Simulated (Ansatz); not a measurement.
## Sr under changes of volume

One of the cells (56.319 Å³/atom); the others are scaled copies at fixed shape and fractional positions:

```
Sr
1.0
     0.00000    3.04235    3.04235
     3.04235    0.00000    3.04235
     3.04235    3.04235    0.00000
Sr
1
Cartesian
  0.0000 0.0000 0.0000
```

```yaml
Program: Ansatz 0.2.0
Functional: PBE
Potentials_or_basis: Ansatz PAW earlier set
Cutoff: "350 eV (not typed: the program's choice for these potentials)"
k_mesh: 8 × 8 × 8
Occupations: fermi-dirac, width 0.05 eV
Spin: no spin polarisation
```

| volume (Å³/atom) | energy over the lowest point (meV/atom) | pressure (GPa) |
| --- | --- | --- |
| 52.940 | 1.58 | 0.4 |
| 54.067 | 0.00 | 0.1 |
| 55.193 | 0.20 | -0.1 |
| 56.319 | 2.02 | -0.3 |
| 57.446 | 5.30 | -0.5 |
| 58.572 | ? | ? |
| 59.698 | 15.71 | -0.9 |

Task: What does the run at 58.572 Å³/atom give?

Result: Energy over the lowest point 9.90 meV/atom; pressure -0.7 GPa.

Worked out: A Birch-Murnaghan fit of order 3 (a polynomial in V^(-2/3)) to the other rows has its minimum at 54.49 Å³/atom with B0 = V·E''(V) = 11.8 GPa and B' = 3.8. It gives 9.90 meV/atom at 58.572 Å³/atom, against the run's 9.90, and -dE/dV = -0.7 GPa, against -0.7.

Energies are extrapolated to zero smearing.
